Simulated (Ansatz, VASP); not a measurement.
# One calculation of W, two programs

```xyz
1
Lattice="0.0000 2.0300 2.0300 2.0300 0.0000 2.0300 2.0300 2.0300 0.0000" Properties=species:S:1:pos:R:3 pbc="T T T"
W     0.0000    0.0000    0.0000
```

Alike in both runs: task electric field gradients; functional PBE; k mesh 14 × 14 × 14; occupations fermi-dirac, width 0.05 eV; no spin polarisation.

|  | VASP | Ansatz |
| --- | --- | --- |
| version | VASP 6.6.1 | Ansatz 0.2.0 |
| potentials or method | VASP PAW PBE potentials, release 64 (W_sv) | PAW with Ansatz's default frozen-core files, scalar-relativistic |
| plane-wave cutoff (eV) | 520 | 600 |
| valence electrons in the cell | 14 | 14 |

```tsv
	VASP	Ansatz	Ansatz less VASP
pressure (GPa)	-4.2	-4.7	-0.43
Vzz of the field gradient on the site that differs most (V/Å²)	0.0	0.0	0.00
```

The functional is the same, so the differences come from potentials, cutoffs and numerics. Ansatz warned: «gradients_without_spin_orbit».

Spin-orbit coupling is left out, which matters for the levels of W.
